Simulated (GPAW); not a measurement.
```xyz
2
Lattice="0.000 2.870 2.870 2.870 0.000 2.870 2.870 2.870 0.000" Properties=species:S:1:pos:R:3 pbc="T T T" subject="AgBr (Fm-3m): G0W0 with GPAW, start to end" method="DFT, PBE, plane waves, PAW (and 1 further level or step)" program="GPAW 26.7.0" settings_of_one_run="cutoff 450 eV, GPAW PAW setups 1.2.1 data release, 6×6×6 k-mesh, nbands 713" cost="3 runs, 57 s in all on 8 MPI ranks of Intel Xeon Platinum 8488C (Sapphire Rapids), shared host (the runs of this entry)" notes="The database entry behind the starting cell differs from later determinations by our own check (about 0.6 % short of the room-temperature cell). The cell and positions come from the Crystallography Open Database and are kept as given unless a step says otherwise. Limits: no spin-orbit coupling. Bands and cutoff are finite, so the gap is not at the basis limit. The miss can reach some tenths of an eV and take either sign; the mesh is an error of its own." pbe_gap="0.65 eV, indirect" g0w0_gap_on_the_mesh="1.52 eV" gw_settings="6×6×6 mesh, 115 bands, screening to 105 eV, Godby-Needs plasmon pole" known_limits="not at the basis limit; d shell near the gap, gap tends to lie low; no spin-orbit coupling"
Ag    0.000    0.000    0.000
Br    2.870    2.870    2.870
```

[Paths, hosts, dates, memory and timing lines, banners, echoed tables and standing remarks are left out of the program output.]

[Logs are printed without paths, hosts, clocks, repeated set-up lines and the standing remarks that a program may print on its own settings, such as how far it seeks lower states.]

[Runs of the session that timed out or met a known fault of the program may be left out.]

[Hosts, paths, dates, database ids (printed as entryN), source tags and the programs' standing remarks are cut or masked in the printed files.]
